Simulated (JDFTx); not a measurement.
A run of JDFTx 1.7.0 (patched build) is set up as follows.

The input CsBr.in:

```
lattice \
    8.1742413144     0.0000000000     0.0000000000 \
    0.0000000000     8.1742413144     0.0000000000 \
    0.0000000000     0.0000000000     8.1742413144
coords-type Lattice
ion Cs     0.0135410000    -0.0027520000     0.0011840000 1
ion Br     0.5073350000     0.4997890000     0.4971940000 1

ion-species pseudo/Cs.upf
ion-species pseudo/Br.upf
elec-cutoff 25 200
elec-ex-corr gga-PBEsol
kpoint-folding 6 6 6
elec-smearing Fermi 0.0018374661
elec-n-bands 14
electronic-SCF nIterations 100 energyDiffThreshold 1e-09
electronic-minimize nIterations 30 energyDiffThreshold 1e-7
converge-empty-states yes
forces-output-coords Cartesian

dump-name run.$VAR
dump End Ecomponents EigStats BandEigs Kpoints Forces Stress
```

Potentials or basis: PseudoDojo-SR-PBEsol-0.4.1-standard with smoothed tails.

Launch:

```sh
$ jdftx -c 1 -i CsBr.in -o CsBr.out
```

Estimate the band gap on the k mesh.

4.23 eV, indirect (least direct gap 4.24 eV).

Estimate the pressure.

-0.8 GPa.

What does it give for the Loewdin charges?

Cs +0.75; Br -0.67 e.

Forces in eV/Å, atoms in the order of the input:
```
Cs  -0.016  0.006 -0.010
Br   0.016 -0.006  0.010
```

Caveat: spin-orbit coupling is left out, which moves the levels of the heavy elements.
